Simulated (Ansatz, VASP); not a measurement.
BaTiO3 (Barioperovskite): VASP beside Ansatz

```
CELL_PARAMETERS angstrom
4.01189 0.00000 0.00000
0.00000 2.85569 2.86399
0.00000 -2.85569 2.86399
ATOMIC_POSITIONS crystal
Ba 0.00000 0.00000 0.00000
Ti 0.50000 0.51240 0.51240
O 0.50000 0.99184 0.50524
O 0.50000 0.50524 0.99184
O 0.00000 0.48740 0.48740
```

Alike in both runs: task single point; functional PBE; k mesh 7 × 7 × 7; occupations fermi-dirac, width 0.05 eV; no spin polarisation.

|  | VASP | Ansatz |
| --- | --- | --- |
| version | VASP 6.6.1 | Ansatz 0.2.0 |
| potentials or method | VASP PAW PBE potentials, release 64 (Ba_sv, Ti_sv, O) | Ansatz PAW |
| plane-wave cutoff (eV) | 520 | 420 |
| valence electrons in the cell | 40 | 40 |

Ansatz gave:

```
gap on the k mesh at the Fermi level (eV)       : 1.94
least direct gap on the mesh (eV)               : 2.06
pressure (GPa)                                  : -0.9
largest component of the traceless stress (GPa) : 0.37
rms of the force components (eV/Å)              : 0.155
```

Task: Estimate VASP's values.

Result: gap on the k mesh at the Fermi level (eV): 1.88; least direct gap on the mesh (eV): 2.03; pressure (GPa): 0.7; largest component of the traceless stress (GPa): 0.36; rms of the force components (eV/Å): 0.148.

Atom by atom the forces differ by 0.013 eV/Å (rms over components). The functional is the same, so the differences come from potentials, cutoffs and numerics.

Caveats: spin-orbit coupling is left out, which moves the levels of the heavy elements; an odd mesh through Γ misses points on the zone boundary, where band edges often lie (VASP); odd divisions of the mesh miss points on the zone boundary, where band edges often lie, so the gap on the mesh can be too wide (Ansatz); the pressure holds a Pulay correction of +0.5 GPa for the finite cutoff (Ansatz). PBE gaps usually lie below the measured ones, often by a third to a half.
